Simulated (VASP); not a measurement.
# NaI (Fm-3m) in VASP: notebook

One crystal, NaI, is run at these levels: PBEsol, r2SCAN; tasks: relaxation of cell and atoms.

All numbers are computed with VASP 6.6.1; they aren't measurements. Logs are shortened: lines on timing, memory, paths and dates and some standing lists are left out, and cuts for length are marked.

## Step 1: The crystal as given

It takes space group Fm-3m (No. 225, cubic). Conventional cell: a = 6.473 Å, b = 6.473 Å, c = 6.473 Å, α = 90.00°, β = 90.00°, γ = 90.00°. Around Na (site symmetry m-3m) lie 6 I at 3.24 Å. Around I (site symmetry m-3m) lie 6 Na at 3.24 Å.

## Step 2: Relaxation of cell and atoms, PBEsol

File INCAR:

```
SYSTEM = NaI
PREC = Accurate
ENCUT = 600
EDIFF = 1E-6
ISMEAR = 0
SIGMA = 0.03
LREAL = .FALSE.
LASPH = .TRUE.
NELM = 80
ALGO = Normal
ISIF = 3
LWAVE = .FALSE.
LCHARG = .FALSE.
GGA = PS
IBRION = 2
NSW = 90
EDIFFG = -0.01
```

File KPOINTS:

```
regular mesh
0
G
  8 8 8
  0 0 0
```

File POSCAR:

```
NaI
1.0
    0.0000000000      3.2364000000      3.2364000000
    3.2364000000      0.0000000000      3.2364000000
    3.2364000000      3.2364000000      0.0000000000
Na I
1 1
Direct
    0.0000000000      0.0000000000      0.0000000000
    0.5000000000      0.5000000000      0.5000000000
```

Potentials or basis: VASP PAW PBE potentials, release 64 (Na_pv, I).

The run is started by

```
> cat potpaw_PBE.64/Na_pv/POTCAR potpaw_PBE.64/I/POTCAR > POTCAR
> mpirun -np 1 vasp_std > vasp.out
```

OUTCAR:

```text
SYSTEM = NaI
   PREC = Accurate
   ENCUT = 600
   EDIFF = 1E-6
   ISMEAR = 0
   LREAL = .FALSE.
   LASPH = .TRUE.
   NELM = 80
   ISIF = 3
   GGA = PS
   IBRION = 2
   NSW = 90
   EDIFFG = -0.01

 ion  position               nearest neighbor table
   1  0.000  0.000  0.000-
   2  0.500  0.500  0.500-

  LATTYP: Found a face centered cubic cell.
 ALAT       =     6.4728000000

  Lattice vectors:

 A1 = (   0.0000000000,   3.2364000000,   3.2364000000)
 A2 = (   3.2364000000,   0.0000000000,   3.2364000000)
 A3 = (   3.2364000000,   3.2364000000,   0.0000000000)

Analysis of symmetry for initial positions (statically):
=====================================================================
 Subroutine PRICEL returns:
 Original cell was already a primitive cell.

 Routine SETGRP: Setting up the symmetry group for a
 face centered cubic supercell.

 Subroutine GETGRP returns: Found 48 space group operations
 (whereof 48 operations were pure point group operations)
 out of a pool of 48 trial point group operations.

The static configuration has the point symmetry O_h .

Analysis of symmetry for dynamics (positions and initial velocities):
=====================================================================
 Subroutine PRICEL returns:
 Original cell was already a primitive cell.

 Routine SETGRP: Setting up the symmetry group for a
 face centered cubic supercell.

 Subroutine GETGRP returns: Found 48 space group operations
 (whereof 48 operations were pure point group operations)
 out of a pool of 48 trial point group operations.

The dynamic configuration has the point symmetry O_h .

 Subroutine INISYM returns: Found 48 space group operations
 (whereof 48 operations are pure point group operations),
 and found     1 'primitive' translations

----------------------------------------------------------------------------------------

                                     Primitive cell

  volume of cell :      67.7980

  direct lattice vectors                    reciprocal lattice vectors
     0.000000000  3.236400000  3.236400000    -0.154492646  0.154492646  0.154492646
     3.236400000  0.000000000  3.236400000     0.154492646 -0.154492646  0.154492646
     3.236400000  3.236400000  0.000000000     0.154492646  0.154492646 -0.154492646

  length of vectors
     4.576960773  4.576960773  4.576960773     0.267589113  0.267589113  0.267589113

  position of ions in fractional coordinates (direct lattice)
     0.000000000  0.000000000  0.000000000
     0.500000000  0.500000000  0.500000000

[... 99 lines left out ...]
  Thomas-Fermi vector in A             =   2.097538
   LORBIT       =      0    0 simple, 1 ext, 2 COOP (PROOUT), +10 PAW based schemes
   GGA     = PS    functional components
   LHFCALC =     F    Hartree Fock is set to
   AEXX    =    0.0000 exact exchange contribution
   IVDW    =     0    specifies the selected vdW correction
   LEPSILON=     F    determine dielectric tensor
   LRPA    =     F    only Hartree local field effects (RPA)
 conjugate gradient relaxation of ions
 non-spin polarized calculation
 Gauss-broadening in eV      SIGMA  =   0.03
  energy-cutoff  :      600.00
  volume of cell :       67.80
 maximum number of plane-waves:      2276
 NGX is ok and might be reduce to    40
   NGX = 19   NGY = 19   NGZ = 19

--------------------------------------- Ionic step        1  -------------------------------------------

 number of electron      13.9999994 magnetization

 Free energy of the ion-electron system (eV)
  ---------------------------------------------------
  ext. energy  EPLUGINS =         0.00000000
  ---------------------------------------------------
  free energy    TOTEN  =        -5.66693821 eV

  energy without entropy =       -5.66693821  energy(sigma->0) =       -5.66693821

------------------------ aborting loop because EDIFF is reached ----------------------------------------

  FORCE on cell =-STRESS in cart. coord.  units (eV):
  Direction    XX          YY          ZZ          XY          YZ          ZX
  --------------------------------------------------------------------------------------
  -------------------------------------------------------------------------------------
  Total       -0.2042847     -0.2042847     -0.2042847      0.0000000     -0.0000000      0.0000000
  in kB       -4.8275844     -4.8275844     -4.8275844      0.0000000     -0.0000000      0.0000000
  external PRESSURE =      -4.8275844 kB  Pullay stress =       0.0000000 kB
[... 59 lines left out ...]
--------------------------------------- Ionic step        3  -------------------------------------------

 number of electron      14.0000002 magnetization

 Free energy of the ion-electron system (eV)
  ---------------------------------------------------
  ext. energy  EPLUGINS =         0.00000000
  ---------------------------------------------------
  free energy    TOTEN  =        -5.67013563 eV

  energy without entropy =       -5.67013563  energy(sigma->0) =       -5.67013563

 E-fermi :   1.0493     XC(G=0):  -7.9623

 val. band max:        0.9193839682   @ k =   0.0000   0.0000   0.0000
 cond. band min:       4.4990126935   @ k =   0.0000   0.0000   0.0000
 fundamental gap:      3.5796287253
 Fermi energy:         1.0493295332

 k-point     1 :       0.0000    0.0000    0.0000
  band No.  band energies     occupation
      1     -21.2953      2.00000
      2     -21.2953      2.00000
      3     -21.2953      2.00000
      4     -10.2135      2.00000
      5       0.9194      2.00000
      6       0.9194      2.00000
      7       0.9194      2.00000
      8       4.4990      0.00000
      9       8.7639      0.00000
     10       8.7639      0.00000
     11       8.7639      0.00000
[... 309 lines left out ...]
 k-point    24 :      -0.3750    0.2500    0.1250
  band No.  band energies     occupation
      1     -21.3006      2.00000
      2     -21.2972      2.00000
      3     -21.2963      2.00000
      4      -9.8223      2.00000
      5      -1.1156      2.00000
      6      -0.0643      2.00000
      7       0.3962      2.00000
      8       6.9569      0.00000
      9       7.2077      0.00000
     10       9.1740      0.00000
     11       9.1908      0.00000

 [... further k-points ...]

------------------------ aborting loop because EDIFF is reached ----------------------------------------

  FORCE on cell =-STRESS in cart. coord.  units (eV):
  Direction    XX          YY          ZZ          XY          YZ          ZX
  --------------------------------------------------------------------------------------
  -------------------------------------------------------------------------------------
  Total       -0.0123183     -0.0123183     -0.0123183      0.0000000      0.0000000     -0.0000000
  in kB       -0.2995622     -0.2995622     -0.2995622      0.0000000      0.0000000     -0.0000000
  external PRESSURE =      -0.2995622 kB  Pullay stress =       0.0000000 kB
[... 17 lines left out ...]
  FREE ENERGIE OF THE ION-ELECTRON SYSTEM (eV)
  ---------------------------------------------------
  free  energy   TOTEN  =        -5.6701356327 eV

  energy  without entropy=       -5.6701356327  energy(sigma->0) =       -5.67013563

 reached required accuracy - stopping structural energy minimisation
```

OSZICAR:

```text
N       E                     dE             d eps       ncg     rms          rms(c)
DAV:   1     0.787504173078E+02    0.78750E+02   -0.71274E+03   638   0.123E+03
DAV:   2     0.162093199149E+01   -0.77129E+02   -0.72010E+02   688   0.240E+02
DAV:   3    -0.549704533531E+01   -0.71180E+01   -0.70652E+01   776   0.733E+01
[... 25 lines left out ...]
DAV:   5    -0.567016961071E+01    0.82867E-04   -0.89830E-06   707   0.385E-02    0.338E-02
DAV:   6    -0.567013581645E+01    0.33794E-04   -0.47683E-05   713   0.911E-02    0.694E-02
DAV:   7    -0.567013758654E+01   -0.17701E-05   -0.16285E-06   638   0.102E-02    0.135E-01
DAV:   8    -0.567013532646E+01    0.22601E-05   -0.19311E-06   638   0.898E-03    0.430E-02
DAV:   9    -0.567013563265E+01   -0.30620E-06   -0.39584E-07   319   0.501E-03
   3 F= -.56701356E+01 E0= -.56701356E+01  d E =-.319742E-02
```

It took 47 s on 1 thread of Intel Xeon Platinum 8559C (Emerald Rapids), shared host; peak memory 0.25 GiB.

What came out:

| Quantity | Value |
| --- | --- |
| Free energy | -5.6701 eV |
| Relaxed volume | 32.94 Å³/atom |
| Relaxed cell | a = 4.533 Å, b = 4.533 Å, c = 4.533 Å, α = 60.00°, β = 60.00°, γ = 60.00° |
| Space group after relaxing (to 0.05 Å) | Fm-3m (No. 225) |
| Energy gained by relaxing | 1.6 meV/atom |
| Ionic steps | 3 |
| Pressure after relaxing | 0.0 GPa |
| Band gap on the k mesh | 3.58 eV, direct |

Step by step:
```tsv
step	energy change (eV)	largest force (eV/Å)	pressure (GPa)	volume (Å³)
1	0.0000	0.0000	-0.48	67.80
2	-0.0023	0.0000	-0.26	66.80
3	-0.0032	0.0000	-0.03	65.88
```

Final structure:
```cif
data_structure
_symmetry_space_group_name_H-M 'P 1'
_symmetry_Int_Tables_number 1
_cell_length_a 4.5335
_cell_length_b 4.5335
_cell_length_c 4.5335
_cell_angle_alpha 60.000
_cell_angle_beta 60.000
_cell_angle_gamma 60.000
_cell_volume 65.88
loop_
_atom_site_label
_atom_site_type_symbol
_atom_site_fract_x
_atom_site_fract_y
_atom_site_fract_z
_atom_site_occupancy
Na1 Na 0.00000 0.00000 0.00000 1
I1 I 0.50000 0.50000 0.50000 1
```

Levels at points of the mesh, in eV from the valence-band top:
```tsv
k point	band 5	band 6	band 7	band 8	band 9	band 10
(0.00, 0.00, 0.00)	0.00	0.00	0.00	3.58	7.84	7.84
(0.50, 0.00, 0.00)	-2.32	-0.30	-0.30	4.95	7.40	7.40
(0.50, 0.50, 0.00)	-2.04	-0.80	-0.80	4.46	5.37	9.90
```

Caveat: the PAW data sets were made with another functional, which shifts forces and pressure a little; spin-orbit coupling is left out, which moves the levels of the heavy elements. PBEsol gaps usually lie below the measured ones, often by a third to a half.

## Step 3: Relaxation of cell and atoms, PBEsol

This run uses another cell than the first one, of 32.94 Å³/atom, 0.972 times its volume.

Changes to INCAR since step 2:

```diff
@@ -3,3 +3,3 @@
 ENCUT = 600
-EDIFF = 1E-6
+EDIFF = 1E-7
 ISMEAR = 0
@@ -16,2 +16,2 @@
 NSW = 90
-EDIFFG = -0.01
+EDIFFG = -0.005
```

KPOINTS is that of step 2.

File POSCAR:

```
NaI                                     
1.0
    0.0000000000      3.2056390535      3.2056390535
    3.2056390535     -0.0000000000      3.2056390535
    3.2056390535      3.2056390535      0.0000000000
  Na              I             
     1     1
Direct
     0.0000000000000000    0.0000000000000000    0.0000000000000000
     0.5000000000000000    0.5000000000000000    0.5000000000000000
```

Potentials or basis: VASP PAW PBE potentials, release 64 (Na_pv, I).

The run is started by

```
> cat potpaw_PBE.64/Na_pv/POTCAR potpaw_PBE.64/I/POTCAR > POTCAR
> mpirun -np 1 vasp_std > vasp.out
```

It took 21 s on 1 thread of Intel Xeon Platinum 8559C (Emerald Rapids), shared host; peak memory 0.22 GiB.

It converged, with:

| Item | Value |
| --- | --- |
| Free energy | -5.6700 eV |
| Relaxed volume | 32.91 Å³/atom |
| Relaxed cell | a = 4.532 Å, b = 4.532 Å, c = 4.532 Å, α = 60.00°, β = 60.00°, γ = 60.00° |
| Space group after relaxing (to 0.05 Å) | Fm-3m (No. 225) |
| Energy gained by relaxing | 0.0 meV/atom |
| Ionic steps | 2 |
| Pressure after relaxing | 0.0 GPa |
| Band gap on the k mesh | 3.58 eV, direct |

Final structure:
```cif
data_structure
_symmetry_space_group_name_H-M 'P 1'
_symmetry_Int_Tables_number 1
_cell_length_a 4.5319
_cell_length_b 4.5319
_cell_length_c 4.5319
_cell_angle_alpha 60.000
_cell_angle_beta 60.000
_cell_angle_gamma 60.000
_cell_volume 65.82
loop_
_atom_site_label
_atom_site_type_symbol
_atom_site_fract_x
_atom_site_fract_y
_atom_site_fract_z
_atom_site_occupancy
Na1 Na 0.00000 0.00000 0.00000 1
I1 I 0.50000 0.50000 0.50000 1
```

Levels at points of the mesh, in eV from the valence-band top:
| k point | band 3 | band 4 | band 5 | band 6 | band 7 | band 8 | band 9 | band 10 | band 11 |
| --- | --- | --- | --- | --- | --- | --- | --- | --- | --- |
| (0.00, 0.00, 0.00) | -22.21 | -11.14 | 0.00 | 0.00 | 0.00 | 3.58 | 7.84 | 7.84 | 7.84 |
| (0.50, 0.00, 0.00) | -22.21 | -10.79 | -2.33 | -0.30 | -0.30 | 4.95 | 7.40 | 7.40 | 8.91 |
| (0.50, 0.50, 0.00) | -22.22 | -10.71 | -2.04 | -0.80 | -0.80 | 4.46 | 5.37 | 9.90 | 11.37 |

Caveat: the PAW data sets were made with another functional, which shifts forces and pressure a little; spin-orbit coupling is left out, which moves the levels of the heavy elements. PBEsol gaps usually lie below the measured ones, often by a third to a half.

## Step 4: Relaxation of cell and atoms, r2SCAN

File INCAR:

```
SYSTEM = NaI
PREC = Accurate
ENCUT = 600
EDIFF = 1E-6
ISMEAR = 0
SIGMA = 0.03
LREAL = .FALSE.
LASPH = .TRUE.
NELM = 80
ALGO = Normal
ISIF = 3
LWAVE = .FALSE.
LCHARG = .FALSE.
METAGGA = R2SCAN
LMIXTAU = .TRUE.
IBRION = 2
NSW = 90
EDIFFG = -0.01
```

KPOINTS is that of step 3.

File POSCAR:

```
NaI
1.0
    0.0000000000      3.2364000000      3.2364000000
    3.2364000000      0.0000000000      3.2364000000
    3.2364000000      3.2364000000      0.0000000000
Na I
1 1
Direct
    0.0000000000      0.0000000000      0.0000000000
    0.5000000000      0.5000000000      0.5000000000
```

Potentials or basis: VASP PAW PBE potentials, release 64 (Na_pv, I).

The run is started by

```
> cat potpaw_PBE.64/Na_pv/POTCAR potpaw_PBE.64/I/POTCAR > POTCAR
> mpirun -np 1 vasp_std > vasp.out
```

OUTCAR:

```text
SYSTEM = NaI
   PREC = Accurate
   ENCUT = 600
   EDIFF = 1E-6
   ISMEAR = 0
   LREAL = .FALSE.
   LASPH = .TRUE.
   NELM = 80
   ISIF = 3
   METAGGA = R2SCAN
   IBRION = 2
   NSW = 90
   EDIFFG = -0.01

 ion  position               nearest neighbor table
   1  0.000  0.000  0.000-
   2  0.500  0.500  0.500-

  LATTYP: Found a face centered cubic cell.
 ALAT       =     6.4728000000

  Lattice vectors:

 A1 = (   0.0000000000,   3.2364000000,   3.2364000000)
 A2 = (   3.2364000000,   0.0000000000,   3.2364000000)
 A3 = (   3.2364000000,   3.2364000000,   0.0000000000)

Analysis of symmetry for initial positions (statically):
=====================================================================
 Subroutine PRICEL returns:
 Original cell was already a primitive cell.

 Routine SETGRP: Setting up the symmetry group for a
 face centered cubic supercell.

 Subroutine GETGRP returns: Found 48 space group operations
 (whereof 48 operations were pure point group operations)
 out of a pool of 48 trial point group operations.

The static configuration has the point symmetry O_h .

Analysis of symmetry for dynamics (positions and initial velocities):
[... 268 lines left out ...]
--------------------------------------- Ionic step        4  -------------------------------------------

 number of electron      13.9999997 magnetization

 Free energy of the ion-electron system (eV)
  ---------------------------------------------------
  ext. energy  EPLUGINS =         0.00000000
  ---------------------------------------------------
  free energy    TOTEN  =       -31.08703275 eV

  energy without entropy =      -31.08703275  energy(sigma->0) =      -31.08703275

 E-fermi :   0.7878     XC(G=0):  -8.1215

 val. band max:        0.5674177930   @ k =   0.0000   0.0000   0.0000
 cond. band min:       5.0453466822   @ k =   0.0000   0.0000   0.0000
 fundamental gap:      4.4779288893
 Fermi energy:         0.7878449015

 k-point     1 :       0.0000    0.0000    0.0000
  band No.  band energies     occupation
      1     -22.6718      2.00000
      2     -22.6716      2.00000
      3     -22.6716      2.00000
      4     -10.8113      2.00000
      5       0.5674      2.00000
      6       0.5674      2.00000
      7       0.5674      2.00000
      8       5.0453      0.00000
      9       9.0419      0.00000
     10       9.0419      0.00000
     11       9.0419      0.00000
[... 309 lines left out ...]
 k-point    24 :      -0.3750    0.2500    0.1250
  band No.  band energies     occupation
      1     -22.6761      2.00000
      2     -22.6733      2.00000
      3     -22.6724      2.00000
      4     -10.4183      2.00000
      5      -1.3864      2.00000
      6      -0.3803      2.00000
      7       0.0561      2.00000
      8       7.3300      0.00000
      9       7.5949      0.00000
     10       9.5332      0.00000
     11       9.5878      0.00000

 [... further k-points ...]

------------------------ aborting loop because EDIFF is reached ----------------------------------------

  FORCE on cell =-STRESS in cart. coord.  units (eV):
  Direction    XX          YY          ZZ          XY          YZ          ZX
  --------------------------------------------------------------------------------------
  -------------------------------------------------------------------------------------
  Total       -0.0092024     -0.0092024     -0.0092024      0.0000000      0.0000000      0.0000000
  in kB       -0.2201853     -0.2201853     -0.2201853      0.0000000      0.0000000      0.0000000
  external PRESSURE =      -0.2201853 kB  Pullay stress =       0.0000000 kB
[... 17 lines left out ...]
  FREE ENERGIE OF THE ION-ELECTRON SYSTEM (eV)
  ---------------------------------------------------
  free  energy   TOTEN  =       -31.0870327521 eV

  energy  without entropy=      -31.0870327521  energy(sigma->0) =      -31.08703275

 reached required accuracy - stopping structural energy minimisation
```

OSZICAR:

```text
N       E                     dE             d eps       ncg     rms          rms(c)
DAV:   1     0.541237200975E+02    0.54124E+02   -0.73254E+03   638   0.126E+03
DAV:   2    -0.250588180831E+02   -0.79183E+02   -0.73912E+02   688   0.249E+02
DAV:   3    -0.323457104820E+02   -0.72869E+01   -0.72292E+01   776   0.752E+01
[... 44 lines left out ...]
DAV:   3    -0.310869537288E+02    0.28852E-03   -0.72660E-04   644   0.307E-01    0.605E-02
DAV:   4    -0.310868729033E+02    0.80826E-04   -0.24458E-05   695   0.560E-02    0.817E-02
DAV:   5    -0.310870334873E+02   -0.16058E-03   -0.10635E-04   638   0.133E-01    0.500E-02
DAV:   6    -0.310870320104E+02    0.14769E-05   -0.26853E-06   686   0.217E-02    0.361E-02
DAV:   7    -0.310870327521E+02   -0.74171E-06   -0.46129E-06   641   0.241E-02
   4 F= -.31087033E+02 E0= -.31087033E+02  d E =-.745581E-03
```

Wall time 4.2 min (1 thread of Intel Xeon Platinum 8559C (Emerald Rapids), shared host); peak memory 0.27 GiB.

What came out:

| Property | Result |
| --- | --- |
| Free energy | -31.0870 eV |
| Relaxed volume | 33.48 Å³/atom |
| Relaxed cell | a = 4.558 Å, b = 4.558 Å, c = 4.558 Å, α = 60.00°, β = 60.00°, γ = 60.00° |
| Space group after relaxing (to 0.05 Å) | Fm-3m (No. 225) |
| Energy gained by relaxing | 0.4 meV/atom |
| Ionic steps | 4 |
| Pressure after relaxing | 0.0 GPa |
| Band gap on the k mesh | 4.48 eV, direct |

Step by step:
```tsv
step	energy change (eV)	largest force (eV/Å)	pressure (GPa)	volume (Å³)
1	0.0000	0.0000	-0.20	67.80
2	-0.0005	0.0000	-0.12	67.37
3	-0.0006	0.0000	-0.08	67.24
4	-0.0007	0.0000	-0.02	66.96
```

Final structure:
```yaml
crystal:
  lattice:
    - [0.00000, 3.22303, 3.22303]
    - [3.22303, 0.00000, 3.22303]
    - [3.22303, 3.22303, 0.00000]
  atoms:
    - { symbol: Na, position: [0.00000, 0.00000, 0.00000] }
    - { symbol: I, position: [0.50000, 0.50000, 0.50000] }
```

Caveat: the PAW data sets were made with another functional, which shifts forces and pressure a little; spin-orbit coupling is left out, which moves the levels of the heavy elements. r2SCAN opens gaps a little over a GGA but as a rule still falls short of measured ones.
